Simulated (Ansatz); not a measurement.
```cif
data_structure
_symmetry_space_group_name_H-M 'P 1'
_symmetry_Int_Tables_number 1
_cell_length_a 4.5162
_cell_length_b 4.5162
_cell_length_c 4.5162
_cell_angle_alpha 60.000
_cell_angle_beta 60.000
_cell_angle_gamma 60.000
_cell_volume 65.13
loop_
_atom_site_label
_atom_site_type_symbol
_atom_site_fract_x
_atom_site_fract_y
_atom_site_fract_z
_atom_site_occupancy
K1 K 0.00000 0.00000 0.00000 1
Br1 Br 0.50000 0.50000 0.50000 1
```

RPA correlation and exact exchange on PBE orbitals, hard PAW set made for 700 eV (Ansatz); 4×4×4 mesh, wave cutoff 700 eV, correlation extrapolated to infinite response cutoff from cutoffs up to 280 eV, 26 electrons, all correlated, 446 empty bands, long-wavelength term: optical limit. The band count ends below the top response cutoff.

The cell is then scaled evenly to 1.128 times this volume.

Energy change of the cell: PBE -0.075 eV (mean pressure +1.5 GPa); the Hartree-Fock expression on these orbitals -0.178 eV (mean pressure +3.4 GPa).

(1) What change follows for RPA correlation and the RPA total?

Answers

(1) RPA correlation: +0.165 eV (mean pressure -3.2 GPa). The RPA total: -0.013 eV (mean pressure +0.3 GPa).

This ran on a trial build of the method. The cell is a model at fixed atoms and needn't be the relaxed known crystal. Spin-orbit coupling is left out. The correlation step scatters with the plane-wave count, here by about 0.01 eV. The mesh is coarse, so these steps aren't converged.
